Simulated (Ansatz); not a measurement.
A run of Ansatz 0.2.0:

The input input.yaml:

```yaml
crystal:
  lattice:
    - [0.0, 2.192684, 2.192684]
    - [2.192684, 0.0, 2.192684]
    - [2.192684, 2.192684, 0.0]
  atoms:
    - { symbol: W, position: [0.0, 0.0, 0.0] }
    - { symbol: C, position: [0.5, 0.5, 0.5] }
hamiltonian:
  xc: revpbe
  pseudopotentials: { kind: paw }
kpoints:
  mp_grid: { grid: [10, 10, 10] }
scf:
  occupations: { method: fermi_dirac, width: 0.05 }
output:
  forces: true
  stress: true
  eigenvalues: true
  write_density: true
  write_potential: true
  elf: true
  volumetric_format: npy
relax:
  f_tol: 0.01
  max_steps: 40
  cell: { stress_tol: 0.05 }
```

Potentials or basis: Ansatz PAW.

Command:

```bash
$ ansatz run input.yaml --threads 2 --pin off --max-ram 5632MiB --backend cpu --events-out ev --progress --plain --runs-dir out
```

Hardware: 2 threads of Arm Neoverse V1 (shared host).

Problem. How long does it take, and how much memory?

Solution. Run time: 3.2 s on 2 threads of Arm Neoverse V1 (shared host), peak memory 0.3 GiB. Counts: scf iterations 25, plane waves 411, k points 47, bands 13, ion steps 4.
